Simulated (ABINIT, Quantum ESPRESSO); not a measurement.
# Cost and result for the electronic dielectric constant of ZnSe

The structure is cubic, space group F-43m (No. 216). The conventional cell has a = 5.668 Å, b = 5.668 Å, c = 5.668 Å, α = 90.00°, β = 90.00°, γ = 90.00°. Around Se (site symmetry -43m) lie 4 Zn at 2.45 Å. Zn (site symmetry -43m) has 4 Se at 2.45 Å as nearest neighbours.

```csv
rung,level,program and potentials,cutoff (eV),k mesh,smearing,task,core time,chip,electronic dielectric constant,miss,notes
LDA,LDA,"Quantum ESPRESSO, GBRV 1.5 LDA",612,"6 × 6 × 6, shifted",fixed,phonons,5.5 min,Intel Xeon Platinum 8375C Ice Lake,7.51,+27.3 %,13 valence electrons an atom on average; cell relaxed first (21.52 Å³/atom)
GGA,PBE,"Quantum ESPRESSO, SSSP 1.3 efficiency PBE",748,"6 × 6 × 6, shifted",fixed,phonons,9.6 min,Intel Xeon 6975P-C Granite Rapids,7.35,+24.6 %,13 valence electrons an atom on average; cell relaxed first (23.55 Å³/atom)
GGA,PBE,"Quantum ESPRESSO, SG15 PBE 1.2",952,"6 × 6 × 6, shifted",fixed,phonons,10 min,Intel Xeon 6975P-C Granite Rapids,7.42,+25.8 %,13 valence electrons an atom on average; cell relaxed first (23.56 Å³/atom)
GGA,PBE,"ABINIT, SG15 NC PBE v1.2",1061,"4 × 4 × 4, 4 shifts",fixed,phonons,23 min,Arm Neoverse V1,(a),?,13 valence electrons an atom on average
LDA,LDA,"ABINIT, PseudoDojo NC SR LDA v0.4.1 standard",1061,"4 × 4 × 4, 4 shifts",fixed,phonons,28 min,Arm Neoverse V2,(b),?,18 valence electrons an atom on average
GGA,PBEsol,"ABINIT, PseudoDojo NC SR PBEsol v0.4.1 standard",1061,"4 × 4 × 4, 4 shifts",fixed,dielectric tensor,29 min,Arm Neoverse V1,7.58,+28.5 %,18 valence electrons an atom on average
```

Times are single runs on shared hosts and different chips, so they are rough; meshes, cutoffs and the tasks' sizes weigh on the time. All rows: no spin polarisation. Smearing widths are in eV. The cell comes from a database and isn't always the measured one. Meshes differ between rows, which moves values too. All levels ran on this one cell, unrelaxed unless noted. Meshes are those of the run's cell of 2 atoms unless a note names another. Misses use the values as printed. Runs on faulty files, with rough fits or with known faults for this quantity aren't shown. No row holds spin-orbit coupling.

Measured: 5.9 (a printed reference work). The runs are for a static lattice.

**Question.** Estimate the values left out from the other rows.

**Answer.** (a) 7.43, miss +25.9 %; (b) 7.81, miss +32.4 %.
